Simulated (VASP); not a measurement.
EuS: relaxation of cell and atoms with PBEsol+D4

EuS:

```
CELL_PARAMETERS angstrom
0.00000 2.97850 2.97850
2.97850 0.00000 2.97850
2.97850 2.97850 0.00000
ATOMIC_POSITIONS crystal
Eu 0.00000 0.00000 0.00000
S 0.50000 0.50000 0.50000
```

| Quantity | Value |
| --- | --- |
| Program | VASP 6.6.1 |
| Task | relaxation of cell and atoms |
| Functional | PBEsol |
| Dispersion | D4 |
| Potentials or basis | VASP PAW PBE potentials, release 64 (Eu, S) |
| Cutoff | 600 eV |
| k mesh | 8 × 8 × 8 |
| Occupations | fermi-dirac, width 0.05 eV |
| Spin | collinear spin, ferromagnetic start |
| Starting moments | [7.0, 0.0] μB |
| Further INCAR settings | ALGO = Normal; EDIFF = 1e-06; IBRION = 2; EDIFFG = -0.02; NSW = 40; ISIF = 3 |

The relaxed volume is 22.85 Å³/atom. The relaxed cell is a = 4.013 Å, b = 4.013 Å, c = 4.013 Å, α = 60.00°, β = 60.00°, γ = 60.00°, the space group after relaxing (to 0.05 Å) is Fm-3m (No. 225) and the energy gained by relaxing is 85.6 meV/atom. The ionic steps are 3. The pressure after relaxing is 0.0 GPa and the band gap on the k mesh is none (metal or under the smearing width). The net moment is -6.89 μB per cell. The site moments are Eu -6.52; S +0.08 μB and the valence electrons inside the program's atomic spheres are Eu 14.75; S 3.76. The dispersion energy per atom is -0.198 eV.

Step by step:
```
step  energy change (eV)  largest force (eV/Å)  pressure (GPa)  volume (Å³)
   1              0.0000                0.0000           -6.80        52.85
   2             -0.1667                0.0000            1.46        44.73
   3             -0.1712                0.0000           -0.02        45.70
```

Final structure:
```cif
data_structure
_symmetry_space_group_name_H-M 'P 1'
_symmetry_Int_Tables_number 1
_cell_length_a 4.0132
_cell_length_b 4.0132
_cell_length_c 4.0132
_cell_angle_alpha 60.000
_cell_angle_beta 60.000
_cell_angle_gamma 60.000
_cell_volume 45.70
loop_
_atom_site_label
_atom_site_type_symbol
_atom_site_fract_x
_atom_site_fract_y
_atom_site_fract_z
_atom_site_occupancy
Eu1 Eu 0.00000 0.00000 0.00000 1
S1 S 0.50000 0.50000 0.50000 1
```

Levels at points of the mesh, in eV from the Fermi level:
Spin up:
```
           k point  band 5  band 6  band 7  band 8  band 9  band 10  band 11  band 12
(0.00, 0.00, 0.00)  -13.73   -2.52   -2.52   -2.52    1.69     1.69     1.69     2.26
(0.50, 0.00, 0.00)  -12.24   -5.53   -3.99   -3.99    2.86     3.90     3.90     4.25
(0.50, 0.50, 0.00)  -13.32   -3.62   -2.83   -2.83   -0.59     4.09     4.16     4.17
```
Spin down:
```
           k point  band 13  band 14  band 15  band 16  band 17  band 18
(0.00, 0.00, 0.00)     0.20     0.20     0.20     0.93     0.93     0.93
(0.50, 0.00, 0.00)    -0.34    -0.28    -0.27     3.37     3.72     4.09
(0.50, 0.50, 0.00)    -0.35    -0.29    -0.02    -0.02     3.30     4.05
```

It took 4 min on 1 thread of Intel(R) Xeon(R) Platinum 8488C (Sapphire Rapids), on a shared host, peak memory 0.29 GiB.

Caveat: the PAW data sets were made with another functional, which shifts forces and pressure a little; spin-orbit coupling is left out, which moves the levels of the heavy elements; the volume moved by -14 % from the deposited cell, more than functionals usually miss; a cell with one magnetic atom can't hold antiferromagnetic order, which such compounds often take; without U or exact exchange the open f shell lies at the Fermi level, which spoils levels, moments and volumes; pairwise dispersion overbinds metals, which lowers pressure and volume. The state reached can hang on the start; a lower one may exist.
